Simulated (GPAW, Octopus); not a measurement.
Given: the input of a run of GPAW 26.7.0 (ASE script) on Bi (Bismuth). 

Contents of run.py:

```python
from ase import Atoms
from ase.dft.bandgap import bandgap
from ase.io import write
from ase.units import Bohr, GPa
from gpaw import GPAW, PW, setup_paths
from gpaw.elf import elf_from_dft_calculation

setup_paths.insert(0, '.')

atoms = Atoms(['Bi', 'Bi'],
              cell=[[2.2675, 1.3091417354, 3.938],
                    [-2.2675, 1.3091417354, 3.938],
                    [0.0, -2.6182834708, 3.938]],
              scaled_positions=[[0.766, 0.766, 0.766],
                                [0.234, 0.234, 0.234]],
              pbc=True)

calc = GPAW(mode=PW(600),
            xc='PBEsol',
            kpts={'size': (7, 7, 7), 'gamma': True},
            occupations={'name': 'fermi-dirac', 'width': 0.05},
            nbands=25,
            convergence={'density': 1e-05, 'energy': 1e-05},
            maxiter=150,
            txt='gpaw.txt')
atoms.calc = calc
energy = atoms.get_potential_energy()
forces = atoms.get_forces()
stress = atoms.get_stress()
calc.write('gs.gpw')
write('result.traj', atoms)
print(f'Energy: {energy:.6f} eV')
print('Forces (eV/A):')
print(forces.round(4))
print('Stress (GPa):', (stress / GPa).round(3))
print('Fermi level:', round(calc.get_fermi_level(), 4), 'eV')
print(f'Gap: {bandgap(calc)[0]:.4f} eV, direct: {bandgap(calc, direct=True)[0]:.4f} eV')

# fields on the real-space grid
write('density.cube', atoms, data=calc.get_pseudo_density() * Bohr**3)
write('potential.cube', atoms, data=calc.get_electrostatic_potential())
write('elf.cube', atoms, data=elf_from_dft_calculation(calc).data)
```

Potentials or basis: PAW data sets generated in the run's folder for this functional, pw.

Command:

```bash
$ gpaw-setup -f PBEsol Bi
$ OMP_NUM_THREADS=1 python run.py
```

**Question.** Set up the same calculation for Octopus 16.4. Potentials or basis there: pseudodojo_pbesol (PseudoDojo 0.4, PBEsol).

**Answer.** As run (cutoffs and basis follow the program's own potentials, and thresholds, step limits or extra output files can differ):

Contents of inp:

```
CalculationMode = gs
UnitsOutput = eV_Angstrom
PeriodicDimensions = 3
ExperimentalFeatures = yes
PseudopotentialSet = pseudodojo_pbesol
%LatticeParameters
 1*angstrom | 1*angstrom | 1*angstrom
%
%LatticeVectors
 2.2675 | 1.3091417354 | 3.938
 -2.2675 | 1.3091417354 | 3.938
 0 | -2.6182834708 | 3.938
%
%ReducedCoordinates
 "Bi" | 0.766 | 0.766 | 0.766
 "Bi" | 0.234 | 0.234 | 0.234
%
%Spacing
 0.14778063*angstrom | 0.14778063*angstrom | 0.14778063*angstrom
%
DerivativesOrder = 8
%KPointsGrid
 7 | 7 | 7
%
KPointsUseSymmetries = yes
XCFunctional = gga_x_pbe_sol + gga_c_pbe_sol
SmearingFunction = fermi_dirac
Smearing = 0.05*eV
ExtraStates = 6
Eigensolver = chebyshev_filter
ConvRelDens = 3e-7
MaximumIter = 120
```

Potentials or basis: pseudodojo_pbesol (PseudoDojo 0.4, PBEsol).

Run with:

```console
$ OMP_NUM_THREADS=1 octopus > out.log
```

Both were run:

|  | GPAW | Octopus |
| --- | --- | --- |
| Largest force | 0.124 eV/Å | 0.150 eV/Å |
